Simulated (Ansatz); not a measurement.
**Step by step: GaP, relaxation of cell and atoms**

All numbers below come from DFT, PBE, PAW with Ansatz's default frozen-core files, scalar-relativistic (Ansatz 0.2.0).

Command: `ansatz run input.yaml --threads 1 --pin off --max-ram 2048MiB --backend cpu --events-out ev --progress --plain --runs-dir out` The run took about 17 s on 1 thread of a shared machine.

```yaml
crystal:
  lattice:
    - [0.0, 2.3472160896, 2.3472160896]
    - [2.3472160896, 0.0, 2.3472160896]
    - [2.3472160896, 2.3472160896, 0.0]
  atoms:
    - { symbol: Ga, position: [0.0, 0.0, 0.0] }
    - { symbol: P, position: [0.5, 0.5, 0.5] }
kpoints:
  mp_grid: { grid: [12, 12, 12] }
scf:
  occupations: { method: fermi_dirac, width: 0.05 }
hamiltonian:
  xc: pbe
  pseudopotentials: { kind: paw }
output:
  forces: true
  stress: true
relax:
  f_tol: 0.005
  max_steps: 80
  cell: {}
```

The cell is built from the rocksalt type as a first guess.

The cutoff is 420 eV; energies and pressures of the walk include the program's estimate of the Pulay term.

Each frame lists the cell vectors (Å), then Cartesian positions (Å); symmetry keeps all forces zero. Free energies count from the first step, -4537.7775 eV.

The walk took 9 evaluations in all; steps that aren't listed are left out.

Step 1: E = 0.0 meV, P = 47.23 GPa

```
cell 0.0000 2.3472 2.3472 2.3472 0.0000 2.3472 2.3472 2.3472 0.0000
Ga    0.0000    0.0000    0.0000
P     2.3472    2.3472    2.3472
```

Step 2: E = -751.7 meV, P = 16.95 GPa

```
cell 0.0000 2.4616 2.4616 2.4616 0.0000 2.4616 2.4616 2.4616 0.0000
Ga    0.0000    0.0000    0.0000
P     2.4616    2.4616    2.4616
```

Step 3:

```
cell 0.0000 2.5362 2.5362 2.5362 0.0000 2.5362 2.5362 2.5362 0.0000
Ga    0.0000    0.0000    0.0000
P     2.5362    2.5362    2.5362
```

Step 4: E = -953.1 meV, P = 0.42 GPa

```
cell 0.0000 2.5709 2.5709 2.5709 0.0000 2.5709 2.5709 2.5709 0.0000
Ga    0.0000    0.0000    0.0000
P     2.5709    2.5709    2.5709
```

Step 5: E = -953.2 meV, P = 0.00 GPa

```
cell 0.0000 2.5747 2.5747 2.5747 0.0000 2.5747 2.5747 2.5747 0.0000
Ga    0.0000    0.0000    0.0000
P     2.5747    2.5747    2.5747
```

Step 6: E = -965.2 meV, P = 0.60 GPa (the cell of the step before, solved again on a basis chosen afresh, hence the jump)

(1) Give the energy, pressure of step 3.

(2) How does the relaxation end?

Answers

(1) E = -932.2 meV, P = 4.75 GPa
```
Ga    0.0000    0.0000    0.0000
P     2.5362    2.5362    2.5362
```

(2) It converges, with a = 5.161 Å, b = 5.161 Å, c = 5.161 Å, α = 90.00°, β = 90.00°, γ = 90.00° (conventional cell, space group Fm-3m). The last solve (on a basis chosen afresh for the final cell, so its energy is not quite comparable) gives E = -965.6 meV, P = 0.00 GPa:
```
cell 0.0000 2.5805 2.5805 2.5805 0.0000 2.5805 2.5805 2.5805 0.0000
Ga    0.0000    0.0000    0.0000
P     2.5805    2.5805    2.5805
```
